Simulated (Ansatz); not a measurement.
K (Pm-3m), two-dimensional strain map

Method: DFT PBE, scalar-relativistic, plane waves, PAW in Ansatz 0.2.0. The runs took a 420 eV cutoff, a Γ-centred 12×12×12 mesh and Gaussian smearing (0.15 eV). No spin polarisation. Energies are free energies at this smearing, counted from the undisturbed cell; pressure is positive in compression.

Zero of the scan (as given, not relaxed at this level; it stands at 0.0 GPa; this simple cubic form isn't the usual structure):

```
K
1.0
     4.31044    0.00000    0.00000
     0.00000    4.31044    0.00000
     0.00000    0.00000    4.31044
K
1
Direct
  0.00000 0.00000 0.00000
```

The cell is strained by p along both x and y and by q along z, fractional coordinates fixed. Points are written (p, q).

Energy above the undisturbed cell in meV/atom (a dash: not computed):

| p \ q | -0.030 | 0.000 | 0.030 |
| --- | --- | --- | --- |
| -0.030 | 4.7 | 3.2 | ? |
| 0.000 | 1.7 | 0.0 | ? |
| 0.030 | 6.1 | 4.2 | – |

**Question.** Fill in the withheld energies.

**Answer.** (-0.030, 0.030): 5.5; (0.000, 0.030): 2.1.